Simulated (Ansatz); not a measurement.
# SbPb7O16 (PbO2): the cost of one run

Method: DFT, PBE, plane-wave PAW, default files, scalar-relativistic, as far as a step names no other, in Ansatz 0.2.0.

**1. The starting structure**

The structure is cubic, space group Fm-3m (No. 225). The conventional cell has a = 10.280 Å, b = 10.280 Å, c = 10.280 Å, α = 90.00°, β = 90.00°, γ = 90.00°. Around Sb (site symmetry m-3m) lie 8 O at 2.23 Å. Pb (site symmetry mmm) has 8 O at 2.23 Å as nearest neighbours. Pb (site symmetry m-3m) has 8 O at 2.23 Å as nearest neighbours. Around O (site symmetry 3m) lie 1 Sb at 2.23 Å and 3 Pb at 2.23 Å. Around O (site symmetry 3m) lie 4 Pb at 2.23 Å.

As a file:

```
Sb Pb O
1.0
     0.00000    5.14000    5.14000
     5.14000    0.00000    5.14000
     5.14000    5.14000    0.00000
Sb Pb O
1 7 16
Direct
  0.00000 0.00000 0.00000
  0.00000 0.00000 0.50000
  0.00000 0.50000 0.00000
  0.00000 0.50000 0.50000
  0.50000 0.00000 0.00000
  0.50000 0.00000 0.50000
  0.50000 0.50000 0.00000
  0.50000 0.50000 0.50000
  0.12500 0.12500 0.12500
  0.12500 0.12500 0.62500
  0.12500 0.62500 0.12500
  0.12500 0.62500 0.62500
  0.62500 0.12500 0.12500
  0.62500 0.12500 0.62500
  0.62500 0.62500 0.12500
  0.62500 0.62500 0.62500
  0.37500 0.37500 0.37500
  0.37500 0.37500 0.87500
  0.37500 0.87500 0.37500
  0.37500 0.87500 0.87500
  0.87500 0.37500 0.37500
  0.87500 0.37500 0.87500
  0.87500 0.87500 0.37500
  0.87500 0.87500 0.87500
```

Atom 1 of the input is the impurity.

**2. Single point at the given positions**

Input file input.yaml:

```yaml
crystal:
  lattice:
    - [0.0, 5.14, 5.14]
    - [5.14, 0.0, 5.14]
    - [5.14, 5.14, 0.0]
  atoms:
    - { symbol: Sb, position: [0.0, 0.0, 0.0] }
    - { symbol: Pb, position: [0.0, 0.0, 0.5] }
    - { symbol: Pb, position: [0.0, 0.5, 0.0] }
    - { symbol: Pb, position: [0.0, 0.5, 0.5] }
    - { symbol: Pb, position: [0.5, 0.0, 0.0] }
    - { symbol: Pb, position: [0.5, 0.0, 0.5] }
    - { symbol: Pb, position: [0.5, 0.5, 0.0] }
    - { symbol: Pb, position: [0.5, 0.5, 0.5] }
    - { symbol: O, position: [0.125, 0.125, 0.125] }
    - { symbol: O, position: [0.125, 0.125, 0.625] }
    - { symbol: O, position: [0.125, 0.625, 0.125] }
    - { symbol: O, position: [0.125, 0.625, 0.625] }
    - { symbol: O, position: [0.625, 0.125, 0.125] }
    - { symbol: O, position: [0.625, 0.125, 0.625] }
    - { symbol: O, position: [0.625, 0.625, 0.125] }
    - { symbol: O, position: [0.625, 0.625, 0.625] }
    - { symbol: O, position: [0.375, 0.375, 0.375] }
    - { symbol: O, position: [0.375, 0.375, 0.875] }
    - { symbol: O, position: [0.375, 0.875, 0.375] }
    - { symbol: O, position: [0.375, 0.875, 0.875] }
    - { symbol: O, position: [0.875, 0.375, 0.375] }
    - { symbol: O, position: [0.875, 0.375, 0.875] }
    - { symbol: O, position: [0.875, 0.875, 0.375] }
    - { symbol: O, position: [0.875, 0.875, 0.875] }
total_charge: -1
kpoints:
  mp_grid: { grid: [3, 3, 3] }
scf:
  occupations: { method: fermi_dirac, width: 0.01 }
hamiltonian:
  xc: pbe
  pseudopotentials: { kind: paw }
output:
  forces: true
  stress: true
  populations: true
  efg:
    quadrupole_moments_barn: { Sb: -0.543, O: -0.02558 }
    contact_densities: true
```

Run with:

```
$ ansatz run input.yaml --threads 1 --pin off --max-ram 2560MiB --backend cpu --events-out ev --progress --plain --runs-dir out
```

What time and memory should one allow on 1 thread of AMD EPYC 7R43 (Zen 3), shared host?

About 27 s, with a peak of 0.84 GiB.
